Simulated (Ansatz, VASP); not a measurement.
Two plane-wave programs on Cr

The input INCAR:

```
SYSTEM = Cr
  PREC = Accurate
  ENCUT = 520
  EDIFF = 1E-6
  ISMEAR = 0
  SIGMA = 0.15
  LREAL = .FALSE.
  LASPH = .TRUE.
  NELM = 80
  ALGO = Normal
  ISIF = 2
  LWAVE = .FALSE.
  LCHARG = .FALSE.
  GGA = PE
  NBANDS = 12
```

KPOINTS

```
Automatic mesh
0
G
  26 26 26
  0 0 0
```

Contents of POSCAR:

```
Cr
1.0
   -1.4419500000      1.4419500000      1.4419500000
    1.4419500000     -1.4419500000      1.4419500000
    1.4419500000      1.4419500000     -1.4419500000
Cr
1
Direct
    0.0000000000      0.0000000000      0.0000000000
```

Input for Ansatz:

```yaml
crystal:
  lattice:
    - [-1.44195, 1.44195, 1.44195]
    - [1.44195, -1.44195, 1.44195]
    - [1.44195, 1.44195, -1.44195]
  atoms:
    - { symbol: Cr, position: [0.0, 0.0, 0.0] }
basis:
  ecutwfc: 420
kpoints:
  mp_grid: { grid: [26, 26, 26] }
hamiltonian:
  xc: pbe
scf:
  occupations: { method: gaussian, width: 0.15 }
output:
  forces: true
  stress: true
  eigenvalues: true
```

Alike in both runs: task single point; functional PBE; k mesh 26 × 26 × 26; occupations gaussian, width 0.15 eV; no spin polarisation.

|  | VASP | Ansatz |
| --- | --- | --- |
| version | VASP 6.6.1 | Ansatz 0.2.0 |
| potentials or method | VASP PAW PBE potentials, release 64 (Cr_pv) | scalar-relativistic, plane waves, PAW |
| plane-wave cutoff (eV) | 520 | 420 |
| valence electrons in the cell | 12 | 14 |

|  | VASP | Ansatz | Ansatz less VASP |
| --- | --- | --- | --- |
| gap on the k mesh at the Fermi level (eV) | none | none | - |
| pressure (GPa) | -9.3 | -8.9 | +0.44 |

A gap of «none» marks a metal or a gap that the smearing closes. The two sets of potentials don't hold the same shells in valence.

Caveats: the run has no spin polarisation, though such a crystal can be magnetic. Spin polarisation is off, so any magnetic state and its effect on volume and gap are missing.
